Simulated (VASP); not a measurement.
**Bi2Te3 (Tellurobismuthite): band structure with PBE**

**Measured values to compare with.**

From “Vacancy and Antisite-Induced Ferromagnetism in Liquid-Phase Exfoliated Bi2Te3”, 2024, arxiv:2412.10539, for a bulk crystal of Bi2Te3: band gap 0.17 eV.

Bi2Te3 (Tellurobismuthite):

```
Bi Te
1.0
     2.19300    1.26613   10.16567
    -2.19300    1.26613   10.16567
     0.00000   -2.53226   10.16567
Bi Te
2 3
Direct
  0.60000 0.60000 0.60000
  0.40000 0.40000 0.40000
  0.79050 0.79050 0.79050
  0.20950 0.20950 0.20950
  0.00000 0.00000 0.00000
```

| Item | Value |
| --- | --- |
| Program | VASP 6.6.1 |
| Task | band structure |
| Functional | PBE |
| Potentials or basis | VASP PAW PBE potentials, release 64 (Bi, Te) |
| Cutoff | 500 eV |
| k mesh | 7 × 7 × 7 |
| Occupations | fermi-dirac, width 0.05 eV |
| Spin | no spin polarisation |
| Further INCAR settings | ALGO = Fast; EDIFF = 1e-06 |

| Item | Value |
| --- | --- |
| Band gap on the k mesh | 0.28 eV, direct |
| Band gap along the path | 0.28 eV, direct |

Levels at the corners of the path, in eV from the valence-band top:
| point | band 11 | band 12 | band 13 | band 14 | band 15 | band 16 | band 17 | band 18 |
| --- | --- | --- | --- | --- | --- | --- | --- | --- |
| Γ | -1.72 | -0.88 | -0.88 | 0.00 | 0.28 | 0.64 | 0.64 | 1.99 |
| L | -2.92 | -2.43 | -0.93 | -0.51 | 0.56 | 1.05 | 2.75 | 2.77 |
| L | -2.92 | -2.43 | -0.93 | -0.51 | 0.56 | 1.05 | 2.74 | 2.77 |
| B1 | -2.57 | -1.96 | -0.99 | -0.79 | 1.19 | 1.44 | 2.51 | 3.23 |
| B | -2.57 | -1.96 | -0.99 | -0.79 | 1.19 | 1.44 | 2.51 | 3.23 |
| Z | -1.43 | -1.17 | -1.17 | -0.44 | 0.82 | 1.13 | 1.13 | 1.64 |
| Z | -1.43 | -1.17 | -1.17 | -0.44 | 0.82 | 1.13 | 1.13 | 1.69 |
| Γ | -1.72 | -0.88 | -0.88 | 0.00 | 0.28 | 0.64 | 0.64 | 1.96 |
| Γ | -1.72 | -0.88 | -0.88 | 0.00 | 0.28 | 0.64 | 0.64 | 1.96 |
| X | -2.98 | -1.63 | -1.39 | -0.66 | 1.07 | 2.00 | 2.05 | 3.62 |
| Q | -2.98 | -1.63 | -1.39 | -0.66 | 1.07 | 2.00 | 2.05 | 3.78 |
| F | -2.01 | -1.82 | -1.56 | -0.97 | 0.85 | 1.50 | 2.05 | 2.66 |
| F | -2.01 | -1.82 | -1.56 | -0.97 | 0.85 | 1.50 | 2.05 | 2.67 |
| P1 | -2.47 | -1.37 | -1.33 | -1.24 | 1.17 | 1.29 | 1.68 | 2.62 |
| P1 | -2.47 | -1.37 | -1.33 | -1.24 | 1.17 | 1.29 | 1.68 | 2.59 |
| Z | -1.43 | -1.17 | -1.17 | -0.44 | 0.82 | 1.13 | 1.13 | 1.64 |
| L | -2.92 | -2.43 | -0.93 | -0.51 | 0.56 | 1.05 | 2.74 | 3.32 |
| P | -2.47 | -1.37 | -1.33 | -1.24 | 1.17 | 1.29 | 1.68 | 2.60 |

Run time: 20 min on 1 thread of Intel(R) Xeon(R) 6975P-C (Granite Rapids), on a shared host, peak memory 1.1 GiB.

Against the measured gap of Bi2Te3, 0.17 eV (quoted in “Vacancy and Antisite-Induced Ferromagnetism in Liquid-Phase Exfoliated Bi2Te3”, 2024, arxiv:2412.10539), the calculated 0.28 eV is off by +0.11 eV. Spin-orbit coupling on Bi, Te is left out. The value is that of PBE, without temperature or zero-point motion.

Caveat: the log is that of the step along the path at fixed density, whose energy, stress, charges and moments have no meaning; spin-orbit coupling is left out, which as a rule narrows the gap of such compounds by several tenths of an eV.
